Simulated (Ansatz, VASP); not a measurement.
**One calculation of Na, two programs**

```
Na
1.0
    -2.05397    2.05397    2.11750
     2.05397   -2.05397    2.11750
     2.05397    2.05397   -2.11750
Na
1
Cartesian
  0.0000 0.0000 0.0000
```

Change from the starting cell: strain -0.0300 x Voigt [1, 1, 0, 0, 0, 0], atoms carried along.

Alike in both runs: task single point; functional PBE; k mesh 16 × 16 × 16; occupations gaussian, width 0.15 eV; no spin polarisation.

|  | VASP | Ansatz |
| --- | --- | --- |
| version | VASP 6.6.1 | Ansatz 0.2.0 |
| potentials or method | VASP PAW PBE potentials, release 64 (Na_pv) | scalar-relativistic, plane waves, PAW |
| plane-wave cutoff (eV) | 520 | 420 |
| valence electrons in the cell | 7 | 9 |

|  | VASP | Ansatz | Ansatz less VASP |
| --- | --- | --- | --- |
| gap on the k mesh at the Fermi level (eV) | none | none | - |
| pressure (GPa) | 0.3 | 0.3 | 0.00 |

A gap of «none» marks a metal or a gap that the smearing closes. With one functional, cell and mesh, what is left measures potentials, basis and numerics. The two sets of potentials don't hold the same shells in valence.
